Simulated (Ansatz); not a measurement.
# GaN (Fm-3m) in Ansatz: notebook

Runs on GaN. Level: LDA. Tasks: phonons, elastic constants.

Everything below comes from runs of Ansatz 0.2.0. Logs are shortened: lines on timing, memory, paths and dates and some standing lists are left out, and cuts for length are marked.

### 1 The structure

Symmetry: Fm-3m, No. 225, cubic system. Conventional cell: a = 4.270 Å, b = 4.270 Å, c = 4.270 Å, α = 90.00°, β = 90.00°, γ = 90.00°. Around Ga (site symmetry m-3m) lie 6 N at 2.14 Å. N (site symmetry m-3m) has 6 Ga at 2.14 Å as nearest neighbours.

Measurements of this composition are mostly on another form, of space group No. 186.

### 2 Phonons, LDA

input.yaml reads:

```yaml
crystal:
  lattice:
    - [0.0, 2.135235, 2.135235]
    - [2.135235, 0.0, 2.135235]
    - [2.135235, 2.135235, 0.0]
  atoms:
    - { symbol: Ga, position: [0.0, 0.0, 0.0] }
    - { symbol: "N", position: [0.5, 0.5, 0.5] }
hamiltonian:
  xc: lda
  pseudopotentials: { kind: paw }
kpoints:
  mp_grid: { grid: [8, 8, 8] }
scf:
  occupations: { method: fixed }
phonons:
  method: dfpt
  dielectric: true
  rigid_motions: translations
```

Potentials or basis: Ansatz PAW.

On the command line:

```
> ansatz run input.yaml --threads 2 --pin off --max-ram 5632MiB --backend cpu --events-out ev --progress --plain --runs-dir out
```

The program printed:

```text
Warning: RAYON_NUM_THREADS=2 ignored (pool sized by the plan → 2); use --threads N
Engine: ansatz 0.2.0, x86_64-unknown-linux-gnu
Pseudopotentials: kind: paw
Pseudopotential: Ga, paw, valence charge 13, recommended cutoff 420 eV (normal), Ga.paw.azcp
Pseudopotential: N, paw, valence charge 5, recommended cutoff 420 eV (normal), N.paw.azcp
Functional definition: SPW92
  exchange = slater_x
  correlation = pw_c
Crystal: 2 atoms, lattice volume = 19.470 Å³
Basis set: ecut = 420 eV, 339 PW (Γ), exchange–correlation on 48×48×48 points (8 copies of the dense FFT grid, shifted against one another)
Bands: 13, of which v1, the nominal top of the filled ones, is band 9 counted from 1 (8 counted from 0)
Symmetry: 48 space group operations
k-points: 59 of 512 (irreducible under 8 space group operations, time reversal used)
Non-local potential: Ga, projectors of the file, l = 0: 2, l = 1: 2, l = 2: 3, l = 3: 1
Non-local potential: N, projectors of the file, l = 0: 2, l = 1: 2, l = 2: 1
PAW form: soft (Blöchl's): semilocal exchange-correlation on the pseudo side does not see the compensation charge
PAW frozen core: Ga, regenerated for the run's functional, and the local potential with it (the file was generated under x = pbe(κ = 0.804, μ = 0.2195149727645171), c = pbe(β = 0.06672455060314922))
PAW frozen core: N, regenerated for the run's functional, and the local potential with it (the file was generated under x = pbe(κ = 0.804, μ = 0.2195149727645171), c = pbe(β = 0.06672455060314922))
PAW one-centre angular grid: Ga, 590 points (default); XC on 64 Gauss nodes
PAW one-centre angular grid: N, 110 points (default); XC on 64 Gauss nodes
Initial density: superposition of atomic densities (neutral atoms: chi_scale 0, normalization atom), corrected by the library's trained network
Initial wavefunctions: pseudopotential atomic-orbital guess
Functional: x = slater, c = lda
SCF iter   1: F=—  HF=-4081.166842 eV  |F-HF|=—  |Δ(HF+E_count)|=         —  Δρ=1.30e-2  dr2=3.20e-2  ethr=1.77e-3  ⟨swp⟩=4.1  Hψ=3552  notcnv=0  defer=77
preconditioner: auto → none  [insulator: Δε(μ)=0.049 eV  Ē_g=18.978 eV  n_scr=8 (ndim 8)  ℏωp=35.7 eV  f_vac=0.000  ε∞_Penn≈4.5]
SCF iter   2: F=—  HF=-4081.158604 eV  |F-HF|=—  |Δ(HF+E_count)|=   8.24e-3  Δρ=6.29e-3  dr2=5.18e-3  ethr=1.78e-4  ⟨swp⟩=2.3  Hψ=1512  notcnv=0  defer=114
SCF iter   3: F=—  HF=-4081.156994 eV  |F-HF|=—  |Δ(HF+E_count)|=   1.61e-3  Δρ=1.60e-3  dr2=2.25e-4  ethr=2.88e-5  ⟨swp⟩=2.0  Hψ=1074  notcnv=0  defer=115
SCF iter   4: F=—  HF=-4081.156913 eV  |F-HF|=—  |Δ(HF+E_count)|=   8.09e-5  Δρ=5.79e-4  dr2=2.12e-5  ethr=1.25e-6  ⟨swp⟩=2.2  Hψ=1265  notcnv=0  defer=76
SCF iter   5: F=—  HF=-4081.156901 eV  |F-HF|=—  |Δ(HF+E_count)|=   1.14e-5  Δρ=2.90e-5  dr2=5.62e-8  ethr=1.18e-7  ⟨swp⟩=2.1  Hψ=1254  notcnv=0  defer=2
SCF iter   6: F=—  HF=-4081.156899 eV  |F-HF|=—  |Δ(HF+E_count)|=   2.16e-6  Δρ=4.57e-6  dr2=2.56e-9  ethr=3.12e-10  ⟨swp⟩=2.3  Hψ=1270  notcnv=0
SCF iter   7: F=-4081.156899 eV  HF=-4081.156899 eV  |F-HF|=1.00e-11  |Δ(HF+E_count)|=  4.76e-10  Δρ=6.53e-7  dr2=2.68e-11  ethr=1.00e-12  ⟨swp⟩=4.5  Hψ=4119  notcnv=0
SCF 1 converged in 7 iterations: F = -4081.156899 eV  dr2 = 2.68e-11
NSCF: frozen V_eff on 59 k-points
NSCF: frozen V_eff on 59 k-points
NSCF: frozen V_eff on 34 k-points
DFPT response loops at Γ: preconditioner auto → none (the input reference at scf.mixing.eps_inf says where Resta's filter doesn't serve); β = 0.50; Broyden in place of MSR1
── the response to a field inside a basis, on 8×8×8 k-points: an SCF that follows is theirs, and a resumed run solves both again ──
Bands: 10, of which v1, the nominal top of the filled ones, is band 9 counted from 1 (8 counted from 0)
k-points: 60 of 512 (irreducible under 12 space group operations)
Initial density: handed on by an earlier stage of this run
Initial wavefunctions: pseudopotential atomic-orbital guess (no wavefunctions were taken with the density)
Eigensolver: Dense (60 Hₖ)
[... 15 lines left out ...]
  E_band       = 31.438778
  E_kinetic    = 246.419762
  E_local      = -1696.220670  (includes V_loc(G=0)·N_el)
  E_nonlocal   = 479.838484
  E_hartree    = 790.934148
  E_xc         = -127.204678
  E_vxc        = -133.545878  (∫ρ·V_xc dr)
  E_paw        = -2038.295407  (= ΣΔE_a)
  E_vpaw       = -446.920847  (= ΣTr[D̂ρ^β])
  E_aug_tail   = -0.000182  (compensation charges beyond the density's cutoff)
  E_ewald      = -1738.436881
  E_core_change = 1.808524  (= ΣΔE_core)
  E_smearing   = -0.000000  (= −TS)
  E_closure    = -0.000000  (closes the sum)
  Σ components = -4081.156899   (vs F -4081.156899, Δ=0.00e0)
--- Band table (eV; the first three rows and the last of 59) ---
  k-point 0: bands = ["-4.6075", "-1.8719", "-1.8719", "-1.8719", "-1.7819", "-1.7819", "11.7921", "11.7921", "11.7921", "14.2090", "26.6715", "26.6715", "26.6715"]
  k-point 1: bands = ["-4.3100", "-1.8816", "-1.8615", "-1.8615", "-1.7955", "-1.7955", "10.1129", "11.8222", "11.8222", "15.5385", "23.6502", "25.2813", "25.2813"]
  k-point 2: bands = ["-3.4708", "-1.9088", "-1.9088", "-1.9001", "-1.7548", "-1.7548", "7.5466", "11.9187", "11.9187", "16.8565", "21.5469", "23.1358", "23.1358"]
  k-point 58: bands = ["-3.0290", "-1.8618", "-1.8618", "-1.8456", "-1.6126", "1.1332", "7.0752", "7.0752", "7.6244", "17.0058", "21.7265", "22.3112", "22.3112"]
--- Phonons (Γ-DFPT): 2 representative perturbations + reference, on 59 of 512 k-points (Σ response iterations 8) ---
  k mesh reduced under 8 symmetry operations, with k and −k counted as one. Each operation leaves every solved perturbation unchanged. A smaller set is not considered because the run solves the response to a homogeneous field
  ASR residual: 1.951e-4 → 0.000e0 eV/Å²; symmetrization residual: 4.476e-6 eV/Å²
  ASR residual per site (eV/Å²): 1.37e-4 1.95e-4
  Γ frequencies (cm⁻¹): 0.00 0.00 0.00 153.45 153.45 153.45
  ε∞ (high-frequency dielectric tensor):
        8.728001    -0.000000    -0.000000
       -0.000000     8.728001    -0.000000
       -0.000000    -0.000000     8.728001
  ε⁰ (static dielectric tensor: ions relaxed, cell fixed):
      131.437718     0.000000     0.000000
        0.000000   131.437718    -0.000000
        0.000000    -0.000000   131.437718
  ε⁰ − ε∞ (ionic part):
      122.709717     0.000000     0.000000
        0.000000   122.709717    -0.000000
        0.000000    -0.000000   122.709717
  softest optical mode at Γ: 153.45 cm⁻¹; the repairs (sum rule, projections) moved no ω² at Γ by more than (2.08 cm⁻¹)²
  Born effective charges Z* (e; rows j = field, columns β = displacement):
    site 0:
         3.65171   -0.00000    0.00000
         0.00000    3.65171    0.00000
         0.00000    0.00000    3.65171
    site 1:
        -3.65171    0.00000   -0.00000
        -0.00000   -3.65171   -0.00000
        -0.00000   -0.00000   -3.65171
  Z* charge neutrality: 1.662e-3 e pre-enforcement
  solved inside a basis spanned on kpoints, on 8×8×8 k-points, its susceptibility summed on 14×14×14: ε∞ is read to err by 2.6e-2, Z* by 1.5e-2 e (field_mesh: kpoints solves on kpoints); Z* is corrected for what the basis lacks
  optical modes at Γ without the LO–TO term, one row a degenerate level:
      ω (cm⁻¹)  modes    IR ((D/Å)²/amu)
        153.45      3            79.1288
  optical modes at Γ + LO–TO along q̂ = [1.0000, 0.0000, 0.0000]:
      ω (cm⁻¹)  modes    IR ((D/Å)²/amu)
        153.45      2            52.7526
        595.48      1            26.3763
  optical modes at Γ + LO–TO along q̂ = [0.0000, 1.0000, 0.0000]:
      ω (cm⁻¹)  modes    IR ((D/Å)²/amu)
        153.45      2            52.7526
        595.48      1            26.3763
  optical modes at Γ + LO–TO along q̂ = [0.0000, 0.0000, 1.0000]:
      ω (cm⁻¹)  modes    IR ((D/Å)²/amu)
        153.45      2            52.7526
        595.48      1            26.3763
```

It took 9 s on 2 threads of AMD EPYC 9R45 (Zen 5), shared host; peak memory 0.47 GiB.

What came out:

```yaml
Free_energy: -4081.1569 eV
Band_gap_on_the_k_mesh: 0.22 eV, indirect (least direct gap 2.42 eV)
Electronic_dielectric_tensor_diagonal: 8.73
Born_charges_mean_of_the_diagonal: Ga +3.65; N -3.65 e
Highest_phonon_frequency_at_Γ_LO-TO_splitting_left_out: 153 cm⁻¹
Static_dielectric_tensor_diagonal: 131.44
```

Levels at points of the mesh, in eV from the valence-band top:
```tsv
k point	band 5	band 6	band 7	band 8	band 9	band 10	band 11	band 12	band 13
(0.00, 0.00, 0.00)	-14.05	-14.05	-0.47	-0.47	-0.47	1.94	14.41	14.41	14.41
(0.00, 0.00, -0.50)	-13.93	-13.77	-8.17	-0.15	-0.15	4.55	8.74	8.74	8.83
(0.00, -0.50, -0.50)	-13.88	-10.94	-6.92	-2.94	-2.94	0.22	7.74	11.48	13.89
(-0.50, 0.00, -0.50)	-13.88	-10.94	-6.92	-2.94	-2.94	0.22	7.74	11.48	13.89
```

Phonon frequencies in cm⁻¹ (negative: imaginary):
```tsv
q point	frequencies
(0.000, 0.000, 0.000)	0 0 0 153 153 153
```

Electronic dielectric tensor:
```
8.73 0.00 0.00
0.00 8.73 0.00
0.00 0.00 8.73
```

Born effective charge tensors (e):
atom 1, Ga
```
3.65 0.00 0.00
0.00 3.65 0.00
0.00 0.00 3.65
```
atom 2, N
```
-3.65  0.00  0.00
 0.00 -3.65  0.00
 0.00  0.00 -3.65
```

Static dielectric tensor, electrons and zone-centre modes:
```
131.44   0.00   0.00
  0.00 131.44   0.00
  0.00   0.00 131.44
```

Caveat: the gap is small at this level, which inflates the dielectric constant; the PAW data sets come from PBE, with cores solved anew for the run's functional, which leaves a small shift of forces and pressure.

### 3 Elastic constants, LDA

Changes to input.yaml since step 2:

```diff
@@ -15,5 +15,7 @@
   occupations: { method: fixed }
-phonons:
-  method: dfpt
-  dielectric: true
-  rigid_motions: translations
+output:
+  forces: true
+  stress: true
+elastic:
+  mode: relaxed_ion
+  stencil: two_point
```

Potentials or basis: Ansatz PAW.

On the command line:

```
> ansatz run input.yaml --threads 2 --pin off --max-ram 5632MiB --backend cpu --events-out ev --progress --plain --runs-dir out
```

The program printed:

```text
Warning: RAYON_NUM_THREADS=2 ignored (pool sized by the plan → 2); use --threads N
[... 7 set-up lines as earlier in the session ...]
Crystal: 2 atoms, lattice volume = 19.470 Å³
Basis set: ecut = 420 eV, 339 PW (Γ)
Bands: 13, of which v1, the nominal top of the filled ones, is band 9 counted from 1 (8 counted from 0)
[... 1 set-up line as earlier in the session ...]
Space group: Fm-3m (ITA 225), of the structure as read, at distance tolerance 2.7e-5 Å
k-points: 29 of 512
[... 5 set-up lines as earlier in the session ...]
[... 98 lines left out ...]
  k-point 1: bands = ["-4.3100", "-1.8816", "-1.8615", "-1.8615", "-1.7955", "-1.7955", "10.1129", "11.8222", "11.8222", "15.5385", "23.6502", "25.2813", "25.2813"]
  k-point 2: bands = ["-3.4708", "-1.9088", "-1.9088", "-1.9001", "-1.7548", "-1.7548", "7.5466", "11.9187", "11.9187", "16.8565", "21.5469", "23.1358", "23.1358"]
  k-point 28: bands = ["-3.0290", "-1.8618", "-1.8618", "-1.8456", "-1.6127", "1.1332", "7.0752", "7.0752", "7.6244", "17.0058", "21.7265", "22.3112", "22.3112"]
--- Elastic constants: 2 strain directions × 2 members + reference (group order 48) ---
  dense FFT box of the reference and of every strained cell: 24×24×24
  strains applied: 11, 23; error gains: componentwise 1.00 (the most a stress slope's error grows in a printed constant), spectral 1.73 (1 for all six strains in a standard setting)
  C = ∂σ_k/∂η_j (tension-positive GPa; Voigt order 11 22 33 23 13 12):
       265.865    141.985    141.985      0.000      0.000     -0.000
       141.985    265.865    141.985     -0.000      0.000     -0.000
       141.985    141.985    265.865     -0.000     -0.000     -0.000
         0.000      0.000      0.000    208.534      0.000     -0.000
        -0.000      0.000      0.000     -0.000    208.534      0.000
         0.000     -0.000      0.000     -0.000     -0.000    208.534
  reference stress σ⁰ (GPa):     13.720     13.720     13.720      0.000      0.000     -0.000
  C* (energy form; C + prestress term) asymmetry max|C*_kj − C*_jk| = 5.684e-14 GPa — a small one proves nothing (zero by symmetry where the batch's group is 432, −43m or m−3m); a large one is finite-difference/SCF noise where every solve meets its electron count
  moduli (Voigt/Reuss/Hill, GPa): K = 183.28/183.28/183.28   G = 149.90/107.12/128.51   E = 312.49   ν = 0.216
  mechanically stable: yes (min eigenvalue of sym C = 123.88 GPa)
  strain η (Voigt 11):  stress-route row diagonal C_11 = 265.86 GPa, energy-path curvature d²(F+E_count+ΔE)/dδ²/Ω₀ = 264.83 GPa
         δ    σ_11 (GPa)             F (eV)   n_scf  n_hpsi   n_pw
    -2.000e-3      13.1800       -4081.1601445       8   16555    392   relax 0 steps, max|allowed force component| 2.90e-29 eV/Å
     2.000e-3      14.2435       -4081.1533794       6   11332    392   relax 0 steps, max|allowed force component| 3.06e-29 eV/Å
  strain η (Voigt 23):  stress-route row diagonal C_44 = 208.53 GPa, energy-path curvature d²(F+E_count+ΔE)/dδ²/Ω₀ = 201.69 GPa
         δ    σ_23 (GPa)             F (eV)   n_scf  n_hpsi   n_pw
    -2.000e-3      -0.4171       -4081.1567999       7   21736    392   relax 0 steps, max|allowed force component| 1.74e-29 eV/Å
     2.000e-3       0.4171       -4081.1567999       6   21070    392   relax 0 steps, max|allowed force component| 4.73e-30 eV/Å
```

elastic.tsv:

```text
# convention: tension-positive GPa; Voigt order 11 22 33 23 13 12; engineering shear strains; stresses and constants hold the Pulay correction, whose part of sigma0, of c and of each member's stress the lines and columns named pulay_correction_..._gpa give (of c_energy it is that of c and, on the columns of strains 1 to 3, that of sigma0; of a layer's constants it is that of c in the plane, times a tenth of its plane spacing in ang); where a line pulay_correction_withheld stands none holds it
[... 15 lines left out ...]
6	5.4696029916e-29	-5.2329448243e-29	7.8886090522e-31	-6.3108872418e-30	-2.8536882760e-46	2.0853350439e2	-8.1063891407e-17	-8.1063891407e-17	-8.1063891407e-17	-6.3108872418e-30	-2.8536882760e-46	2.0853350439e2	9.6555946201e-32	-9.6555904852e-32	2.1895288505e-47	2.4651903288e-32	4.5743818439e-48	-3.3427332773e0
```

Wall time 2.6 s (2 threads of AMD EPYC 9R45 (Zen 5), shared host); peak memory 0.37 GiB.

Results:

```
Free energy                     : -4081.1569 eV
Pressure                        : -13.7 GPa
Band gap on the k mesh          : 0.22 eV, indirect (least direct gap 2.42 eV)
Elastic constants C11, C12, C44 : 266, 142, 209 GPa
Voigt bulk modulus              : 183 GPa
```

Elastic tensor in Voigt notation (GPa, in the Cartesian axes of the cell as first typed):
```
266 142 142   0   0   0
142 266 142   0   0   0
142 142 266   0   0   0
  0   0   0 209   0   0
  0   0   0   0 209   0
  0   0   0   0   0 209
```

Caveat: the cell is more than 3 GPa from zero pressure, which shifts response properties; the pressure holds a Pulay correction of +0.7 GPa for the finite cutoff; the PAW data sets come from PBE, with cores solved anew for the run's functional, which leaves a small shift of forces and pressure.
